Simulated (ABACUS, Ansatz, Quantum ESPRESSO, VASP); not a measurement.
Na2S: programs and potentials compared

```
S Na
1.0
     0.00000    3.27350    3.27350
     3.27350    0.00000    3.27350
     3.27350    3.27350    0.00000
S Na
1 2
Direct
  0.00000 0.00000 0.00000
  0.75000 0.75000 0.75000
  0.25000 0.25000 0.25000
```

Alike in all runs: task equation of state; functional PBE; k mesh 7 × 7 × 7; occupations fermi-dirac, width 0.05 eV; no spin polarisation; no spin-orbit coupling.

```tsv
program and potentials	plane-wave cutoff (eV)	notes	equilibrium volume (Å³/atom)	bulk modulus (GPa)
Ansatz, Ansatz PAW	420	-	23.61	28.1
ABACUS, PseudoDojo NC SR 0.4.1 PBE standard, plane waves	1211	-	23.64	28.1
Quantum ESPRESSO, SSSP 1.3 efficiency PBE	748	-	23.71	28.0
VASP, PBE PAW files Na_pv, S, 520 eV	520	-	23.65	28.1
```

The equilibrium volume spans 23.61 (Ansatz, Ansatz PAW) to 23.71 Å³/atom (Quantum ESPRESSO, SSSP 1.3 efficiency PBE). The bulk modulus spans 28.0 (Quantum ESPRESSO, SSSP 1.3 efficiency PBE) to 28.1 GPa (VASP, PBE PAW files Na_pv, S, 520 eV).

Differences between rows come from potentials, basis sets and numerical settings, since the functional is the same but for its coding. Runs on potential files found faulty are left out.
